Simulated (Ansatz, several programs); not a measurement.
Li2Se built on the antifluorite prototype, relaxed with PBE in Ansatz (plane waves, PAW): space group Fm-3m (No. 225), cubic; a = 6.007 Å in the conventional setting, 18.06 Å³ an atom. Around Se lie 8 Li at 2.60 Å; around Li lie 4 Se at 2.60 Å. The cell was then scaled with its shape and fractional coordinates held. (Simulation; spin polarisation is off.)

| V (Å³/atom) | E (meV/atom) |
| --- | --- |
| 16.978 | 7.51 |
| 17.520 | 1.78 |
| 18.062 | 0.00 |
| 19.146 | 6.25 |

Q: Pass a cubic E = c₀ + c₁u + c₂u² + c₃u³, with u = V − 17.927 Å³, through these points.

A: c₀ = 0.10, c₁ = -1.564, c₂ = 6.071, c₃ = -0.5339 (meV and Å³).

Q: Where is the minimum, and what bulk modulus follows?

A: dE/du = 0 at u = +0.131, so V₀ = 18.06 Å³. B = V₀ d²E/dV² = 18.06 × (2c₂ + 6c₃u) = 18.06 × 11.723 = 212 meV/Å³, and 1 meV/Å³ is 0.16022 GPa: 34 GPa. A third-order Birch-Murnaghan fit to all five points gives 18.06 Å³ and 34 GPa.

Q: Predict the energy and the pressure at the withheld volume, 18.604 Å³.

A: With u = +0.677: E ≈ 1.66 meV and P = −dE/dV ≈ -0.95 GPa. The run gives 1.65 meV and, from its stress, -0.95 GPa.
